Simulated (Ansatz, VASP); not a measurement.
## HfO2 in VASP and in Ansatz

```xyz
3
Lattice="0.0000 2.5575 2.5575 2.5575 0.0000 2.5575 2.5575 2.5575 0.0000" Properties=species:S:1:pos:R:3 pbc="T T T"
Hf    0.0000    0.0000    0.0000
O     1.2788    1.2788    1.2788
O     3.8363    3.8363    3.8363
```

Measurements of this composition are mostly on another form, of space group No. 14.

Alike in both runs: task single point; functional PBEsol; k mesh 8 × 8 × 8; occupations gaussian, width 0.05 eV; no spin polarisation.

```csv
,VASP,Ansatz
version,VASP 6.6.1,Ansatz 0.2.0
potentials or method,"VASP PAW PBE potentials, release 64 (Hf_pv, O)","scalar-relativistic, plane waves, PAW"
plane-wave cutoff (eV),520,420
valence electrons in the cell,22,38
```

Ansatz gave:

| Quantity | Value |
| --- | --- |
| gap on the k mesh at the Fermi level (eV) | 3.59 |
| least direct gap on the mesh (eV) | 3.59 |
| pressure (GPa) | -10.2 |

Question: Which values does VASP return?

Answer: gap on the k mesh at the Fermi level (eV): 3.60; least direct gap on the mesh (eV): 3.60; pressure (GPa): -13.6.

With one functional, cell and mesh, what is left measures potentials, basis and numerics. The two sets of potentials don't hold the same shells in valence.

Caveats: the PAW data sets were made with another functional, which shifts forces and pressure a little (VASP); spin-orbit coupling is left out, which moves the levels of the heavy elements. A k mesh can miss the band edges. PBEsol gaps usually lie below the measured ones, often by a third to a half.
